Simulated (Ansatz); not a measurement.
**LiH3: relaxed-ion elastic tensor**

All numbers below come from DFT PBE, scalar-relativistic, plane waves, PAW in Ansatz. Plane waves to 420 eV; Γ-centred k mesh 12×12×6; fixed occupations. No spin polarisation.

Equilibrium structure at this level:
```
CELL_PARAMETERS angstrom
2.73533 0.00000 0.00000
0.00000 2.73533 0.00000
0.00000 0.00000 6.21571
ATOMIC_POSITIONS crystal
Li 0.00000 0.00000 0.50000
H 0.50000 0.50000 0.06037
H 0.50000 0.50000 0.93963
H 0.50000 0.50000 0.50000
```

The structure comes from a generated guess, relaxed at this level; another structure or a mixture of phases may lie lower. No dispersion correction is applied, so modes and constants that involve weak contacts between layers, chains or molecules come out too soft.

Question: Give the relaxed-ion elastic constants (GPa, Voigt order xx yy zz yz xz xy, on the Cartesian axes of the cell above).

Answer:
```
59.2 -5.2 -0.4  0.0  0.0  0.0
-5.2 59.2 -0.4  0.0  0.0  0.0
-0.4 -0.4  4.2  0.0  0.0  0.0
 0.0  0.0  0.0 -1.7  0.0  0.0
 0.0  0.0  0.0  0.0 -1.7  0.0
 0.0  0.0  0.0  0.0  0.0  9.6
```

Question: Is the crystal stable against homogeneous strain?

Answer: No: the tensor has an eigenvalue of -1.7 GPa, so some strain lowers the energy.
